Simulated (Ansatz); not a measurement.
AlNi3 in Ansatz: the effect of functional

AlNi3:

```
CELL_PARAMETERS angstrom
3.59215 0.00000 0.00000
0.00000 3.59215 0.00000
0.00000 0.00000 3.59215
ATOMIC_POSITIONS crystal
Ni 0.50000 0.50000 0.00000
Ni 0.50000 0.00000 0.50000
Ni 0.00000 0.50000 0.50000
Al 0.00000 0.00000 0.00000
```

The cell is a database's computed one.

The cell isn't the ideal one: volume scaled by 1.06.

Alike in all runs:

* Program: Ansatz 0.2.0
* Task: single point
* Potentials or basis: Ansatz PAW
* k mesh: 8 × 8 × 8
* Occupations: fermi-dirac, width 0.05 eV
* Spin: collinear spin, ferromagnetic start
* Starting moments: [1.0, 1.0, 1.0, 0.0] μB

```tsv
functional	cutoff	pressure (GPa)	moment (μB)
LDA	420 eV (not typed: the program's choice for these potentials)	-16.9	0.58
PBEsol	420 eV (not typed: the program's choice for these potentials)	-10.9	0.71
r2SCAN	500 eV (not typed: the program's choice for these potentials)	?	?
```

What does the run with functional r2SCAN give?

Pressure -9.9 GPa; moment 0.90 μB.

Caveats: the PAW data sets come from PBE, with cores solved anew for the run's functional, which leaves a small shift of forces and pressure; the magnetic or orbital state may not be the lowest (some runs).
